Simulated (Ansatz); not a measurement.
# From the elastic tensor of AlNi at 10 GPa (stress–strain coefficients) to moduli and sound speeds

These are results of DFT PBE, scalar-relativistic, plane waves, PAW (Ansatz 0.2.0), not measurements. Settings: 420 eV plane-wave cutoff, Γ-centred 16×16×14 mesh, Fermi-Dirac smearing of 0.15 eV. No spin polarisation.

It takes space group Pm-3m (No. 221, cubic). Conventional cell: a = 2.841 Å, b = 2.841 Å, c = 2.841 Å, α = 90.00°, β = 90.00°, γ = 90.00°. Around Al (site symmetry m-3m) lie 8 Ni at 2.46 Å. Ni (site symmetry m-3m) has 8 Al at 2.46 Å as nearest neighbours.

In a metal, frequencies and elastic constants depend on the k mesh and the smearing, soft modes and shear constants most. Spin polarisation was left out, and a magnetic state may lie lower. Other phases may be more stable at this pressure.

Relaxed-ion constants (GPa, on the Cartesian axes of the calculation):
```
355.2  72.9 173.5   0.0   0.0   0.0
 72.9 355.2 173.5   0.0   0.0   0.0
173.5 173.5 255.7   0.0   0.0   0.0
  0.0   0.0   0.0 140.9   0.0   0.0
  0.0   0.0   0.0   0.0 140.9   0.0
  0.0   0.0   0.0   0.0   0.0  40.5
```

Density 6.205 g/cm³; 2 atoms in 22.93 Å³.

The values that follow are for a polycrystal of randomly turned grains, by Hill's mean where one number stands. In a crystal this anisotropic the Voigt and Reuss bounds lie far apart, so Hill's mean and the sound speeds and Debye temperature from it are rough.

With S = C⁻¹: B_V = (C11+C22+C33+2(C12+C13+C23))/9, G_V = (C11+C22+C33−C12−C13−C23+3(C44+C55+C66))/15, 1/B_R = S11+S22+S33+2(S12+S13+S23), 15/G_R = 4(S11+S22+S33−S12−S13−S23)+3(S44+S55+S66); Hill is their mean. Then v_l = √((B+4G/3)/ρ), v_t = √(G/ρ), v_m = [(2/v_t³+1/v_l³)/3]^(−1/3) and Θ = (ħ/k_B)·v_m·(6π²n/V)^(1/3) for n atoms in the volume V; E = 9BG/(3B+G), ν = (3B−2G)/(2(3B+G)) and A^U = 5G_V/G_R + B_V/B_R − 6.

```json
{
  "Bulk modulus, Voigt / Reuss / Hill": "200.7 / 200.7 / 200.7 GPa",
  "Shear modulus, Voigt / Reuss / Hill": "100.9 / 71.0 / 86.0 GPa",
  "Young's modulus": "226 GPa",
  "Poisson ratio": "0.313",
  "Pugh ratio B/G": "2.33",
  "Universal anisotropy index": "2.10",
  "Longitudinal and transverse sound speeds": "7128 and 3722 m/s",
  "Debye temperature from the mean sound speed": "550 K"
}
```

Whether AlNi exists in this form wasn't checked.

Cost: 1 run of about 1 core-minutes, on AMD EPYC 9R45 (Zen 5) (shared hosts).

The tensor looks tetragonal but describes a cubic crystal whose in-plane axes are turned by 45° from the cube edges. In the cube axes C11, C12 and C44 are 255.7, 173.5 and 140.9 GPa, and the entry of 40.5 GPa is the tetragonal shear constant C′ = (C11 − C12)/2. The contrast between these two shears sets the anisotropy and makes the cube edges the compliant directions, the body diagonals the stiff ones.

The cause lies largely in the B2 geometry: Al–Ni bonds along the body diagonals resist C44 shear strongly, whereas central forces between nearest neighbours contribute almost nothing to C′, which is left to more distant neighbours and directional Ni d–Al p bonding.

The Pugh ratio of 2.33 would conventionally suggest ductility, yet polycrystalline NiAl is known to be brittle at room temperature, because its preferred slip along the cube edges offers too few independent systems. The positive shear constants indicate stability against small homogeneous strains, but not against phonons of finite wavevector.
